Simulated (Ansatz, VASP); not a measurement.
## H in VASP and in Ansatz

The input INCAR:

```
ALGO = Normal ; EDIFF = 1E-7
ENCUT = 520 ; GGA = PE
ISIF = 2 ; ISMEAR = 0
LASPH = T ; LCHARG = T
LELF = T ; LREAL = F
LVHAR = T ; LWAVE = F
NBANDS = 10 ; NELM = 80
PREC = Accurate ; SIGMA = 0.05
```

File KPOINTS:

```
k-points
0
Gamma
  9 9 6
```

Contents of POSCAR:

```
H
1.0
    3.6481239015      0.0000000000      0.0000000000
   -1.8240619507      3.1593679748      0.0000000000
    0.0000000000      0.0000000000      4.7943284725
H
4
Direct
    0.3333333333      0.6666666667      0.1764958800
    0.6666666667      0.3333333333      0.6764958800
    0.6666666667      0.3333333333      0.8235041200
    0.3333333333      0.6666666667      0.3235041200
```

Input for Ansatz:

```yaml
crystal:
  lattice:
    - [3.6481239015, 0.0, 0.0]
    - [-1.8240619507, 3.1593679748, 0.0]
    - [0.0, 0.0, 4.7943284725]
  atoms:
    - { symbol: H, position: [0.3333333333, 0.6666666667, 0.17649588] }
    - { symbol: H, position: [0.6666666667, 0.3333333333, 0.67649588] }
    - { symbol: H, position: [0.6666666667, 0.3333333333, 0.82350412] }
    - { symbol: H, position: [0.3333333333, 0.6666666667, 0.32350412] }
basis:
  ecutwfc: 420
kpoints:
  mp_grid: { grid: [9, 9, 6] }
hamiltonian:
  xc: pbe
scf:
  occupations: { method: gaussian, width: 0.05 }
output:
  forces: true
  stress: true
  eigenvalues: true
```

Change from the starting cell: strain -0.050 along x and y, -0.050 along z, atoms carried along.

Alike in both runs: task single point; functional PBE; k mesh 9 × 9 × 6; occupations gaussian, width 0.05 eV; no spin polarisation.

|  | VASP | Ansatz |
| --- | --- | --- |
| version | VASP 6.6.1 | Ansatz 0.2.0 |
| potentials or method | VASP PAW PBE potentials, release 64 (H) | scalar-relativistic, plane waves, PAW |
| plane-wave cutoff (eV) | 520 | 420 |
| valence electrons in the cell | 4 | 4 |

```csv
,VASP,Ansatz,Ansatz less VASP
gap on the k mesh at the Fermi level (eV),9.71,9.71,-0.002
least direct gap on the mesh (eV),9.71,9.71,-0.002
pressure (GPa),2.4,2.6,+0.20
largest component of the traceless stress (GPa),4.95,5.03,+0.075
rms of the force components (eV/Å),1.045,1.053,+0.0074
```

Atom by atom the forces differ by 0.007 eV/Å (rms over components).

Caveats: an odd mesh through Γ misses points on the zone boundary, where band edges often lie; forces of over 1 eV/Å show positions far from the minimum, so gaps and moduli don't describe the material at rest.
